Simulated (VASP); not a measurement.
# In (P6_3/mmc) in VASP: notebook, part 2 of 2

VASP 6.6.1.

**4. Single point, PBE**

The input, INCAR:

```
  PREC = Accurate
  ENCUT = 250
  EDIFF = 1E-6
  ISMEAR = 1
  SIGMA = 0.2
  LREAL = False
  LASPH = True
  NELM = 100
  ALGO = Normal
  ISIF = 2
  LWAVE = False
  LCHARG = False
  GGA = PE
  NBANDS = 20
  ADDGRID = False
```

The input, KPOINTS:

```
regular mesh
0
Gamma
  11 11 6
```

The input, POSCAR:

```
In
1.0
    3.3354847820      0.0000000000      0.0000000000
   -1.6677423910      2.8886145552      0.0000000000
    0.0000000000      0.0000000000      5.5091429200
In
2
Direct
    0.6666666667      0.3333333333      0.7500000000
    0.3333333333      0.6666666667      0.2500000000
```

Potentials or basis: VASP PAW PBE potentials, release 64 (In_d).

On the command line:

```bash
$ cat potpaw_PBE.64/In_d/POTCAR > POTCAR
$ mpirun -np 1 vasp_std > vasp.out
```

OUTCAR:

```text
PREC = Accurate
   ENCUT = 250
   EDIFF = 1E-6
   ISMEAR = 1
   LREAL = False
   LASPH = True
   NELM = 100
   ISIF = 2
   GGA = PE

 Found     64 irreducible k-points:

 Following reciprocal coordinates:
            Coordinates               Weight
  0.000000  0.000000  0.000000      1.000000
  0.090909  0.000000  0.000000      6.000000
  0.181818  0.000000  0.000000      6.000000
  0.272727  0.000000  0.000000      6.000000
  0.363636  0.000000  0.000000      6.000000
  0.454545 -0.000000  0.000000      6.000000
   k-points           NKPTS =     64   k-points in BZ     NKDIM =     64   number of bands    NBANDS=     20
   number of dos      NEDOS =    301   number of ions     NIONS =      2
   total plane-waves  NPLWV =   9072
   dimension x,y,z NGX =    18 NGY =   18 NGZ =   28
   dimension x,y,z NGXF=    36 NGYF=   36 NGZF=   56
   ions per type =               2
   NGX,Y,Z   is equivalent  to a cutoff of   8.97,  8.97,  8.45 a.u.
   NGXF,Y,Z  is equivalent  to a cutoff of  17.94, 17.94, 16.90 a.u.
 SYSTEM =  unknown system
   PREC   = accura    normal or accurate (medium, high low for compatibility)
   ISTART =      0    job   : 0-new  1-cont  2-samecut
   ICHARG =      2    charge: 1-file 2-atom 10-const
   ISPIN  =      1    spin polarized calculation?
   LNONCOLLINEAR =      F non collinear calculations
   LSORBIT =      F    spin-orbit coupling
[... 53 lines left out ...]
 E-fermi :   7.3744     XC(G=0): -10.1868

 val. band max:        7.3707462275   @ k =   0.3636   0.0000   0.5000
 cond. band min:       7.3904351890   @ k =   0.2727   0.2727   0.0000
 fundamental gap:      0.0196889616
 Fermi energy:         7.3743678670

 k-point     1 :       0.0000    0.0000    0.0000
  band No.  band energies     occupation
      1      -7.2928      2.00000
      2      -7.2385      2.00000
      3      -7.2054      2.00000
      4      -7.2054      2.00000
      5      -7.1788      2.00000
      6      -7.1788      2.00000
[... 127 lines left out ...]
     19      15.7261      0.00000
     20      17.5863      0.00000

 [... further k-points ...]

------------------------ aborting loop because EDIFF is reached ----------------------------------------

  FORCE on cell =-STRESS in cart. coord.  units (eV):
  Direction    XX          YY          ZZ          XY          YZ          ZX
  --------------------------------------------------------------------------------------
  -------------------------------------------------------------------------------------
  Total        0.5526839      0.5526839      0.2573083      0.0000000      0.0000000      0.0000000
  in kB       16.6822571     16.6822571      7.7666162      0.0000000      0.0000000      0.0000000
  external PRESSURE =      13.7103768 kB  Pullay stress =       0.0000000 kB

 VOLUME and BASIS-vectors are now :
 -----------------------------------------------------------------------------
  energy-cutoff  :      250.00
  volume of cell :       53.08
      direct lattice vectors                 reciprocal lattice vectors
     3.335484782  0.000000000  0.000000000     0.299806495  0.173093360  0.000000000
    -1.667742391  2.888614555  0.000000000     0.000000000  0.346186721  0.000000000
     0.000000000  0.000000000  5.509142920     0.000000000  0.000000000  0.181516438

 POSITION                                       TOTAL-FORCE (eV/Angst)
 -----------------------------------------------------------------------------------
      1.66774      0.96287      4.13186         0.000000     -0.000000      0.000000
     -0.00000      1.92574      1.37729        -0.000000      0.000000      0.000000
 -----------------------------------------------------------------------------------
    total drift:                                0.000000     -0.000000      0.000000

  FREE ENERGIE OF THE ION-ELECTRON SYSTEM (eV)
  ---------------------------------------------------
  free  energy   TOTEN  =        -5.1077600506 eV

  energy  without entropy=       -5.1064064623  energy(sigma->0) =       -5.10730885
```

OSZICAR:

```text
N       E                     dE             d eps       ncg     rms          rms(c)
DAV:   1     0.166564079547E+03    0.16656E+03   -0.89380E+03  2592   0.108E+03
DAV:   2     0.436986806256E+01   -0.16219E+03   -0.15936E+03  2624   0.290E+02
DAV:   3    -0.495532442162E+01   -0.93252E+01   -0.92852E+01  3000   0.833E+01
DAV:   4    -0.515143278589E+01   -0.19611E+00   -0.19603E+00  3200   0.127E+01
DAV:   5    -0.516027073058E+01   -0.88379E-02   -0.88376E-02  3436   0.216E+00    0.318E+00
DAV:   6    -0.511919855452E+01    0.41072E-01   -0.64439E-02  3432   0.369E+00    0.150E+00
DAV:   7    -0.510861343641E+01    0.10585E-01   -0.19877E-02  3468   0.192E+00    0.352E-01
DAV:   8    -0.510774649738E+01    0.86694E-03   -0.98245E-04  2816   0.356E-01    0.497E-02
DAV:   9    -0.510775536399E+01   -0.88666E-05   -0.73730E-05  3844   0.101E-01    0.150E-02
DAV:  10    -0.510776002988E+01   -0.46659E-05   -0.65604E-06  3440   0.285E-02    0.225E-03
DAV:  11    -0.510776005056E+01   -0.20681E-07   -0.33994E-07  1544   0.834E-03
   1 F= -.51077601E+01 E0= -.51073089E+01  d E =-.135359E-02
```

Run time: 8.4 s. Hardware: 1 thread of Intel Xeon 6975P-C (Granite Rapids), shared host; peak memory 0.13 GiB.

These settings aren't checked as converged: the numbers below hold their error.

Results:

```
Free energy            : -5.1078 eV
Band gap on the k mesh : none (metal or under the smearing width)
```

Caveat: the cutoff is under 1.25 times the usual one of these potentials, so pressure, stress and relaxed cells hold a basis-set (Pulay) error.

**5. The reference run**

An earlier run on the cell as given: functional PBEsol; potentials or basis VASP PAW PBE potentials, release 64 (In_d); cutoff 520 eV; k mesh 9 × 9 × 5; occupations fermi-dirac, width 0.05 eV; no spin polarisation.

- Pressure: -1.4 GPa
- Band gap on the k mesh: none (metal or under the smearing width)
